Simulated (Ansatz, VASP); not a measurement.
# HfO2: VASP beside Ansatz, part 2 of 2

One calculation is typed for both programs; each brings its own data sets. How far apart do they land? Of the first pair: The two relaxations start from unlike cells of this crystal (the structure described is Ansatz's start), so only their ends are compared.

VASP 6.6.1 and Ansatz 0.2.0.

So far: Starting point; Ansatz: relaxation of cell and atoms, BLYP with D3(BJ); VASP: relaxation of cell and atoms, BLYP with D3(BJ); Differences.

## 5. VASP: relaxation of cell and atoms, BLYP

Level of this step: BLYP; plane waves and PAW (Hf_pv, O) (VASP).

The relaxed volume is the usual yardstick between codes: in a stiff, nearly cubic crystal its relative difference is about their pressure difference at one cell divided by the bulk modulus.

Contents of INCAR:

```
SYSTEM = HfO2
PREC = Accurate
ENCUT = 600
EDIFF = 1E-07
NELM = 120
ISMEAR = 0
SIGMA = 0.02
LREAL = .FALSE.
ALGO = Normal
GGA = B5
ALDAX = 1
AGGAX = 1
AGGAC = 1
ALDAC = 0
NBANDS = 17
LASPH = .TRUE.
LORBIT = 11
LWAVE = .FALSE.
LCHARG = .FALSE.
ISIF = 3
IBRION = 2
NSW = 80
EDIFFG = -0.005
GGA_COMPAT = .FALSE.
NELMIN = 4
EFERMI = MIDGAP
```

Contents of POSCAR:

```
HfO2
1.0
    0.0000000000      2.5575000000      2.5575000000
    2.5575000000      0.0000000000      2.5575000000
    2.5575000000      2.5575000000      0.0000000000
Hf O
1 2
Direct
    0.0000000000      0.0000000000      0.0000000000
    0.2500000000      0.2500000000      0.2500000000
    0.7500000000      0.7500000000      0.7500000000
```

Contents of KPOINTS:

```
Automatic mesh
0
Gamma
6 6 6
0 0 0
```

Potentials, in the order of the species: Hf_pv and O (PBE family, release 64).

The run is started by

```console
mpirun -np 1 vasp_std
```

Numbers of over 12 decimals in the logs are rounded to 6 here.

The log of the run:

```text
[banner, memory and clock lines left out]
running    1 mpi-ranks, on    1 nodes
[...]
[... a notice as in an earlier step ...]

 LDA part: xc-table for (Slater(with rela. corr.)+VWN5), standard interpolation
 POSCAR, INCAR and KPOINTS ok, starting setup
[...]
entering main loop
       N       E                     dE             d eps       ncg     rms          rms(c)
DAV:   1     0.105939015092E+03    0.10594E+03   -0.14200E+04   544   0.144E+03
DAV:   2    -0.313315694910E+02   -0.13727E+03   -0.13314E+03   741   0.320E+02
DAV:   3    -0.356715747620E+02   -0.43400E+01   -0.43291E+01   618   0.510E+01
DAV:   4    -0.356978014709E+02   -0.26227E-01   -0.26223E-01   688   0.434E+00
[...]
DAV:  12    -0.289166023393E+02   -0.44810E-05   -0.20782E-05   635   0.355E-02    0.339E-02
DAV:  13    -0.289166028084E+02   -0.46909E-06   -0.59288E-07   716   0.669E-03    0.677E-03
DAV:  14    -0.289166028837E+02   -0.75315E-07   -0.24667E-08   355   0.147E-03
   1 F= -.28916603E+02 E0= -.28916603E+02  d E =-.289166E+02
[...]
DAV:   8    -0.289162629956E+02    0.15744E-06   -0.29977E-08   350   0.151E-03    0.312E-03
DAV:   9    -0.289162630481E+02   -0.52419E-07   -0.79806E-08   329   0.234E-03
   2 F= -.28916263E+02 E0= -.28916263E+02  d E =0.339836E-03
 trial-energy change:    0.000340  1 .order    0.000347   -0.001758    0.002452
 step:   0.4200(harm=  0.4176)  dis= 0.00000  next Energy=   -28.916973 (dE=-0.370E-03)
[...]
N       E                     dE             d eps       ncg     rms          rms(c)
DAV:   1    -0.289201796657E+02   -0.39167E-02   -0.76522E-02   568   0.240E+00    0.811E-01
DAV:   2    -0.289174993933E+02    0.26803E-02   -0.12018E-02   556   0.765E-01    0.236E-01
DAV:   3    -0.289170791862E+02    0.42021E-03   -0.70293E-04   570   0.208E-01    0.160E-01
DAV:   4    -0.289169722237E+02    0.10696E-03   -0.36126E-04   576   0.146E-01    0.118E-01
DAV:   5    -0.289169741384E+02   -0.19147E-05   -0.73630E-06   653   0.215E-02    0.168E-01
DAV:   6    -0.289169730612E+02    0.10772E-05   -0.11039E-05   654   0.219E-02    0.928E-03
DAV:   7    -0.289169730076E+02    0.53577E-07   -0.40335E-07   623   0.531E-03
   3 F= -.28916973E+02 E0= -.28916973E+02  d E =-.370124E-03
[...]
reached required accuracy - stopping structural energy minimisation
```

Parts of OUTCAR (step 5):

```text
  Total       -0.0051061     -0.0051061     -0.0051061     -0.0000000     -0.0000000      0.0000000
  in kB       -0.2435816     -0.2435816     -0.2435816     -0.0000000     -0.0000000      0.0000000
  external PRESSURE =      -0.2435816 kB  Pullay stress =       0.0000000 kB

 POSITION                                       TOTAL-FORCE (eV/Angst)
 -----------------------------------------------------------------------------------
      0.00000      0.00000      0.00000        -0.000000      0.000000     -0.000000
      1.28040      1.28040      1.28040        -0.000000     -0.000000     -0.000000
      3.84120      3.84120      3.84120         0.000000      0.000000      0.000000
 -----------------------------------------------------------------------------------
    total drift:                                0.000000     -0.000000      0.000000

  FREE ENERGIE OF THE ION-ELECTRON SYSTEM (eV)
  ---------------------------------------------------
  free  energy   TOTEN  =       -28.9169730076 eV

  energy  without entropy=      -28.9169730076  energy(sigma->0) =      -28.91697301

[... 2 parts as in an earlier step ...]

[... 2 further parts left out ...]
[key lines of the parts left out:]
E-fermi :   6.2720
```

## 6. Ansatz: relaxation of cell and atoms, BLYP

The same cell, functional (in two slightly different forms), mesh and smearing now go to Ansatz, which takes its cutoff from its data sets.

The cell is taken from a series of runs on this material, whose earlier steps may have relaxed, scaled, displaced or heated it; both programs get it as it stands.

Contents of input.yaml:

```yaml
crystal:
  lattice:
    - [0.0, 2.5575, 2.5575]
    - [2.5575, 0.0, 2.5575]
    - [2.5575, 2.5575, 0.0]
  atoms:
    - { symbol: Hf, position: [0.0, 0.0, 0.0] }
    - { symbol: O, position: [0.25, 0.25, 0.25] }
    - { symbol: O, position: [0.75, 0.75, 0.75] }
kpoints:
  mp_grid: { grid: [6, 6, 6] }
hamiltonian:
  xc: blyp
scf:
  occupations: { method: gaussian, width: 0.02 }
output:
  forces: true
  stress: true
  eigenvalues: true
relax:
  adjacent_minimum: "off"
  f_tol: 0.005
  max_steps: 60
  cell: { stress_tol: 0.03 }
```

The run is started by

```console
ansatz run input.yaml --threads 4 --pin off --max-ram 8192MiB --backend cpu --events-out ev --progress --plain --runs-dir out
```

The log of the run:

```text
[...]
Crystal: 3 atoms, lattice volume = 33.456 Å³
Basis set: ecut = 420 eV, 645 PW (Γ), exchange–correlation on 50×50×50 points (8 copies of the dense FFT grid, shifted against one another)
Bands: 23, of which v1, the nominal top of the filled ones, is band 19 counted from 1 (18 counted from 0)
Symmetry: 48 space group operations
[...]
k-points: 16 of 216
[...]
k-point 15: bands = [... 15 lower, 12.6367, 13.5407, 14.1296, 15.3843, 19.8835, 20.6481, 21.9998, 22.6562]
--- Relaxed structure (4 steps of the walk, 4 accepted, 2 SCFs on fresh bases) ---
[...]
cell:  # Å, volume = 34.0128 Å³
    - [0, 2.571605, 2.571605]
    - [2.571605, 0, 2.571605]
    - [2.571605, 2.571605, 0]
  atoms:
    - { symbol: Hf, position: [0, 0, 0] }
    - { symbol: O, position: [0.25, 0.25, 0.25] }
    - { symbol: O, position: [0.75, 0.75, 0.75] }
[key lines of the parts left out:]
SCF converged after 6 iterations
Free energy (F): -16889.287435 eV
Fermi energy:    17.400482 eV
P = ⅓ Tr σ = 0.0042 GPa (0.042 kbar)
```

## 7. Differences

What differs besides the data sets and the points named for the pairs above, as far as they apply: the data sets hold 38 valence electrons in Ansatz (on its default PAW (the set named soft_2) files) and 22 in VASP. Total energies have different zeros and are not compared.

Compared:

```tsv
quantity	Ansatz	VASP	difference
volume (Å³)	34.01	33.59	+1.27 %
edge a after relaxation, in the typed setting (Å)	3.637	3.622	+0.42 %
```

## 8. What came out

* difference in volume (relaxation of cell and atoms, BLYP with D3(BJ)): 1.3 %
* difference in volume (relaxation of cell and atoms, BLYP): 1.3 %

**Reading.** The difference in volume is 1.3 % (relaxation of cell and atoms, BLYP with D3(BJ)), beyond the 1.2 % picked in this series as the mark of a large difference, as far as the stopping tolerances let one tell. The data sets hold unlike numbers of valence electrons (38 in Ansatz and 22 in VASP), so part of the differences comes from the potentials. What causes the difference of the relaxation of cell and atoms, BLYP with D3(BJ) pair stays open here. What causes the difference of the relaxation of cell and atoms, BLYP pair stays open here. 1 further run of this series is not shown here. Such differences can come from data sets, numerical settings and the points named under the comparisons, not from the functional's error against experiment.

[Lines on the potential files, build, host, timing and source positions are cut from VASP's logs without a mark.]

[Logs are printed without paths, hosts, clocks, repeated set-up lines and the standing remarks that a program may print on its own settings, such as how far it seeks lower states.]

[Hosts, paths, dates, database ids (printed as entryN), source tags and the programs' standing remarks are cut or masked in the printed files.]
